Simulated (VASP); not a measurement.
Input of a VASP 6.6.1 run:

The input POSCAR:

```
KCl
1.0
    0.0000000000      3.1448471251      3.1448471251
    3.1448471251      0.0000000000      3.1448471251
    3.1448471251      3.1448471251      0.0000000000
K Cl
1 1
Direct
    0.0000000000      0.0000000000      0.0000000000
    0.5000000000      0.5000000000      0.5000000000
```

The input INCAR.step1:

```
ALGO     = Normal         # electronic algorithm
EDIFF    = 1E-4           # SCF threshold, eV
ENCUT    = 520            # plane-wave cutoff, eV
GGA      = PE             # functional
ISMEAR   = 0              # smearing method
LASPH    = T              # aspherical terms in the spheres
LCHARG   = F              # write CHGCAR
LREAL    = F              # projectors in reciprocal space
LWAVE    = T              # write WAVECAR
NBANDS   = 15             # bands
NELM     = 80             # most SCF steps
PREC     = Accurate       # precision mode
SIGMA    = 0.01           # smearing width, eV
```

Contents of INCAR.step2:

```
ALGO     = Normal         # electronic algorithm
EDIFF    = 1E-7           # SCF threshold, eV
ENCUT    = 520            # plane-wave cutoff, eV
ISIF     = 2              # what is computed and relaxed
ISMEAR   = 0              # smearing method
ISTART   = 1            
LASPH    = T              # aspherical terms in the spheres
LCHARG   = F              # write CHGCAR
LMIXTAU  = T            
LREAL    = F              # projectors in reciprocal space
LWAVE    = F              # write WAVECAR
METAGGA  = R2SCAN         # meta-GGA
NBANDS   = 15             # bands
NELM     = 80             # most SCF steps
PREC     = Accurate       # precision mode
SIGMA    = 0.01           # smearing width, eV
```

The input KPOINTS:

```
k-points
0
Gamma
  8 8 8
```

Potentials or basis: VASP PAW PBE potentials, release 64 (K_sv, Cl).

Run with:

```bash
$ cat potpaw_PBE.64/K_sv/POTCAR potpaw_PBE.64/Cl/POTCAR > POTCAR
$ cp INCAR.step1 INCAR
$ mpirun -np 1 vasp_std > vasp.out
$ cp INCAR.step2 INCAR
$ mpirun -np 1 vasp_std > vasp.out
```

Task: Estimate the band gap on the k mesh.

Result: 5.84 eV, direct.

Task: Estimate the pressure.

Result: 0.0 GPa.

Caveat: the PAW data sets were made with another functional, which shifts forces and pressure a little.

**What was measured.**

A printed reference work, monograph reports, for a bulk crystal of KCl: band gap 8.68 eV.

Against the measured gap of KCl, 8.68 eV (a printed reference work, monograph), the calculated 5.84 eV is off by -2.84 eV. The value is that of r2SCAN on a finite k mesh, which can miss the band edges, without temperature or zero-point motion.
